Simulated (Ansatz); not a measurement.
# Al3Cu2 under changes of volume

One of the cells (14.480 Å³/atom); the others are scaled copies at fixed shape and fractional positions:

```
Cu Al
1.0
     4.09195    0.00000    0.00000
    -2.04598    3.54373    0.00000
     0.00000    0.00000    4.99278
Cu Al
2 3
Direct
  0.66667 0.33333 0.16049
  0.33333 0.66667 0.83951
  0.66667 0.33333 0.65007
  0.33333 0.66667 0.34993
  0.00000 0.00000 0.00000
```

The cell comes from a database or a generator and needn't be the stable form of this composition.

- Program: Ansatz 0.2.0
- Functional: PBEsol
- Potentials or basis: Ansatz PAW
- Cutoff: 420 eV (not typed: the program's choice for these potentials)
- k mesh: 8 × 8 × 6
- Occupations: fermi-dirac, width 0.05 eV
- Spin: no spin polarisation

```csv
volume (Å³/atom),energy over the lowest point (meV/atom),pressure (GPa),largest force (eV/Å)
13.611,21.68,8.3,0.100
13.901,9.45,5.3,0.086
14.190,2.42,2.6,0.074
14.480,0.00,0.2,0.064
14.769,1.70,-2.0,0.054
15.059,7.09,-3.9,0.044
15.349,?,?,?
```

Task: What does the run at 15.349 Å³/atom give?

Result: Energy over the lowest point 15.79 meV/atom; pressure -5.6 GPa; largest force 0.036 eV/Å.

Worked out: A Birch-Murnaghan fit of order 3 (a polynomial in V^(-2/3)) to the other rows has its minimum at 14.50 Å³/atom with B0 = V·E''(V) = 113 GPa and B' = 4.7 at fixed shape and positions, which overstates the stiffness. It gives 15.78 meV/atom at 15.349 Å³/atom, against the run's 15.79, and -dE/dV = -5.6 GPa, against -5.6.

Energies are extrapolated to zero smearing.

Caveats: the PAW data sets come from PBE, with cores solved anew for the run's functional, which leaves a small shift of forces and pressure.
